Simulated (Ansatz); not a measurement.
CaO (rocksalt), relaxed with r2SCAN in Ansatz. The symmetry is Fm-3m (No. 225, cubic); a = 4.795 Å in the conventional setting, 13.78 Å³ an atom. Ca has 6 O at 2.40 Å; O has 6 Ca at 2.40 Å.

The axes x, y and z are those of this cell:
```xyz
2
Lattice="0.0000 2.3976 2.3976 2.3976 0.0000 2.3976 2.3976 2.3976 0.0000" Properties=species:S:1:pos:R:3 pbc="T T T"
Ca    0.0000    0.0000    0.0000
O     2.3976    2.3976    2.3976
```

Unstrained: PBE gives an indirect gap of 3.653 eV, from Γ to X; the least direct gap is 4.025 eV at X. r2SCAN gives an indirect gap of 4.199 eV, from Γ to X; the least direct gap is 4.574 eV at X. HSE06 gives an indirect gap of 5.312 eV, from Γ to X; the least direct gap is 5.733 eV at X. Meshes: PBE 10×10×10, r2SCAN 10×10×10, HSE06 6×6×6. Strains are changes of length per length. After each strain the atoms were relaxed again with r2SCAN within the symmetry that the strain leaves, so tilts or polar shifts that break it weren't tested; points keep the names that they have in the unstrained zone. Calculated for a static, non-magnetic cell.

(1) Estimate what uniaxial -2.04 % along [111], other directions held does to the gap.

(2) One strain changed the r2SCAN stress by xx -10.14, yy -10.14, zz +0.12 GPa (compression positive) and the gap by -0.259 eV (PBE), -0.276 eV (r2SCAN), -0.253 eV (HSE06). Which kind of strain was it, and roughly how large?

(3) Estimate what uniaxial -1.05 % along z, other directions held does to the gap.

Answers

(1) PBE: the gap goes from 3.653 to 3.599 eV (-0.054 eV); with r2SCAN the top three valence levels at Γ, degenerate before, become 1+2 from the top over 68 meV. r2SCAN: the gap goes from 4.199 to 4.144 eV (-0.055 eV). HSE06: the gap goes from 5.312 to 5.261 eV (-0.051 eV). The r2SCAN energy rises by 4.0 meV an atom.

(2) Epitaxial +5.67 % in the xy plane, free normal strain -2.62 %. The pattern of the stress gives the kind; the size needs the stiffness, so it is an estimate.

(3) PBE: the gap goes from 3.653 to 3.609 eV (-0.044 eV); with r2SCAN the top three valence levels at Γ, degenerate before, become 1+2 from the top over 27 meV. r2SCAN: the gap goes from 4.199 to 4.154 eV (-0.045 eV). HSE06: the gap goes from 5.312 to 5.274 eV (-0.038 eV). The r2SCAN energy rises by 1.1 meV an atom.

The meshes of the hybrids are coarse, so their gaps aren't converged to the digits shown.

The splittings at Γ are without spin-orbit coupling, which regroups them where it is of like size or larger.
